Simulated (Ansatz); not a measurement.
BaS:

```xyz
2
Lattice="0.0000 3.1938 3.1938 3.1938 0.0000 3.1938 3.1938 3.1938 0.0000" Properties=species:S:1:pos:R:3 pbc="T T T"
Ba    0.0000    0.0000    0.0000
S     3.1938    3.1938    3.1938
```

Base run:

| Property | Result |
| --- | --- |
| Program | Ansatz 0.2.0 |
| Functional | RPBE |
| Potentials or basis | Ansatz PAW |
| Cutoff | 420 eV (not typed: the program's choice for these potentials) |
| k mesh | 7 × 7 × 7 |
| Occupations | fermi-dirac, width 0.05 eV |
| Spin | no spin polarisation |

Its results: band gap on the k mesh 2.41 eV, indirect (least direct gap 2.52 eV); pressure 2.4 GPa.

Q: After a change of settings the same cell gave: band gap on the k mesh 3.70 eV, indirect (least direct gap 3.84 eV); pressure -1.0 GPa. Which change was it?
A. functional from RPBE to LDA
B. functional from RPBE to revPBE
C. functional from RPBE to PBEsol
D. functional from RPBE to PBEsol0; k mesh from 7 × 7 × 7 to 4 × 4 × 4

A: D.

Caveats: some runs use coarse meshes; spin-orbit coupling is left out, which moves the levels of the heavy elements; the PAW data sets come from PBE, with cores solved anew for the run's functional, which leaves a small shift of forces and pressure; the k mesh misses the band edges, so the gap on the mesh is wider than the one along the path (some runs); the thresholds are loose for stress (some runs).

Runs at the PBE level aren't shown here.
